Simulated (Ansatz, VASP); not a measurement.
**GaN in VASP and in Ansatz**

```
Ga N
1.0
     3.18315    0.00000    0.00000
    -1.59157    2.75669    0.00000
     0.00000    0.00000    5.33913
Ga N
2 2
Direct
  0.33333 0.66667 0.00102
  0.66667 0.33333 0.50102
  0.33333 0.66667 0.37398
  0.66667 0.33333 0.87398
```

Change from the starting cell: uniaxial_z strain +3.0%.

Alike in both runs: task single point; functional PBE; k mesh 12 × 12 × 6; occupations fermi-dirac, width 0.02 eV; no spin polarisation.

|  | VASP | Ansatz |
| --- | --- | --- |
| version | VASP 6.6.1 | Ansatz 0.2.0 |
| potentials or method | VASP PAW PBE potentials, release 64 (Ga_d, N) | plane waves, PAW |
| plane-wave cutoff (eV) | 520 | 420 |
| valence electrons in the cell | 36 | 36 |

```csv
,VASP,Ansatz,Ansatz less VASP
gap on the k mesh at the Fermi level (eV),1.62,1.62,-0.005
pressure (GPa),0.8,0.7,-0.11
largest component of the traceless stress (GPa),5.70,5.71,+0.013
rms of the force components (eV/Å),0.014,0.016,+0.0013
```

Atom by atom the forces differ by 0.001 eV/Å (rms over components). With one functional, cell and mesh, what is left measures potentials, basis and numerics.
